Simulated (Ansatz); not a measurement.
Bulk crystal (Ti) after relaxation:

```
Ti
1.0
     2.93846    0.00000    0.00000
    -1.46923    2.54478    0.00000
     0.00000    0.00000    4.65063
Ti
2
Direct
  0.33333 0.66667 0.25000
  0.66667 0.33333 0.75000
```

Miller indices refer to the conventional cell of P6_3/mmc (No. 194), a = 2.938 Å, b = 2.938 Å, c = 4.651 Å, α = 90.00°, β = 90.00°, γ = 120.00°.

The (001) slab of 7 planes, 14.0 Å thick with 15 Å of vacuum as cut; outer planes Ti (top) and Ti (bottom).

Theory: DFT PBE, scalar-relativistic, plane waves, PAW in Ansatz. Cutoff 420 eV; k points 12×12×1 on the computed 7-atom cell (Γ-centred); Gaussian smearing, width 0.10 eV; no spin polarisation. A dipole correction removes the field between periodic images along c.

Results for the relaxed slab:

```
Surface energy (mean of both faces) : 1.97 J/m²
Work function                       : 4.42 eV
```

Relaxation lowers the energy by 0.122 J/m² a face; the largest move is 0.112 Å.

| plane (bottom to top) | atoms | spacing to next, bulk (Å) | relaxed (Å) | change (%) |
| --- | --- | --- | --- | --- |
| 1 | Ti | 2.325 | 2.161 | -7.1 |
| 2 | Ti | 2.325 | 2.394 | +2.9 |
| 3 | Ti | 2.325 | 2.310 | -0.7 |
| 4 | Ti | 2.325 | 2.310 | -0.7 |
| 5 | Ti | 2.325 | 2.394 | +2.9 |
| 6 | Ti | 2.325 | 2.161 | -7.1 |
| 7 | Ti |  |  |  |